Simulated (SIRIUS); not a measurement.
## Moving the dispersion correction in Si

The cell as given:

Symmetry: P6_422, No. 181, hexagonal system. Conventional cell: a = 3.906 Å, b = 3.906 Å, c = 4.117 Å, α = 90.00°, β = 90.00°, γ = 120.00°. Around Si (site symmetry 222) lie 4 Si at 2.39 Å.

This isn't the form of Si at room conditions, which is diamond.

Kept alike: task relaxation of cell and atoms; functional revPBE; k mesh 6 × 6 × 5; occupations fermi-dirac, width 0.05 eV; no spin polarisation. Program: SIRIUS, PseudoDojo 0.4.1 PBE standard (scalar relativistic), cutoff 490 eV. The mesh is that of the run's cell of 3 atoms. No spin-orbit coupling.

| dispersion correction | volume (Å³/atom) | first edge of the run's cell (Å) | third edge of the run's cell (Å) |
| --- | --- | --- | --- |
| D3(zero) | 17.916 | 3.898 | 4.084 |
| D3(BJ) | 17.056 | 3.829 | 4.030 |
| D4 | 17.139 | 3.833 | 4.042 |
| none | 18.180 | 3.910 | 4.119 |

The relaxations keep at least the cell's symmetry (P6_422). Relaxations stop with a little pressure left, so the last digits of a volume or edge aren't settled. All rows use potentials made for PBE.

Question: What does the dispersion correction change here?

Answer: The volume runs from 17.056 (D3(BJ)) to 18.180 Å³/atom (none). Against no correction: D3(zero) -1.5 %; D3(BJ) -6.2 %; D4 -5.7 %. Dispersion terms mostly attract and so lower the volume; the schemes' coefficients and damping set how far. The first edge of the run's cell runs from 3.829 (D3(BJ)) to 3.910 Å (none). The third edge of the run's cell runs from 4.030 (D3(BJ)) to 4.119 Å (none).
